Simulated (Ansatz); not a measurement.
A run of Ansatz 0.2.0:

input.yaml

```yaml
crystal:
  lattice:
    - [3.798, 0.0, 0.0]
    - [-1.899, 3.2891644836, 0.0]
    - [0.0, 0.0, 6.192]
  atoms:
    - { symbol: Zr, position: [0.0, 0.0, 0.0] }
    - { symbol: Se, position: [0.6666666667, 0.3333333333, 0.75] }
    - { symbol: Se, position: [0.3333333333, 0.6666666667, 0.25] }
hamiltonian:
  xc: pbe
  pseudopotentials: { kind: paw, level: accurate }
kpoints:
  mp_grid: { grid: [8, 8, 5] }
  band_path:
    path:
      - [[0.0, 0.0, 0.0], [0.5, 0.0, 0.0], [0.3333333333, 0.3333333333, 0.0], [0.0, 0.0, 0.0], [0.0, 0.0, 0.5], [0.5, 0.0, 0.5], [0.3333333333, 0.3333333333, 0.5], [0.0, 0.0, 0.5]]
      - [[0.5, 0.0, 0.5], [0.5, 0.0, 0.0]]
      - [[0.3333333333, 0.3333333333, 0.0], [0.3333333333, 0.3333333333, 0.5]]
    npoints: 14
scf:
  occupations: { method: fermi_dirac, width: 0.05 }
  n_extra_bands: 7
output:
  forces: true
  stress: true
  eigenvalues: true
  fatbands: true
```

Potentials or basis: Ansatz PAW earlier set.

Run with:

```console
$ ansatz run input.yaml --threads 2 --pin off --max-ram 5120MiB --backend cpu --events-out ev --progress --plain --runs-dir out
```

Hardware: 2 threads of AMD EPYC 7B13 (Zen 3), with other jobs on the host.

Task: Estimate the wall time of this run.

Result: It took 9.6 s on 2 threads of AMD EPYC 7B13 (Zen 3) (shared host), peak memory 0.55 GiB. Counts: scf iterations 9, plane waves 2491, k points 40, bands 29.
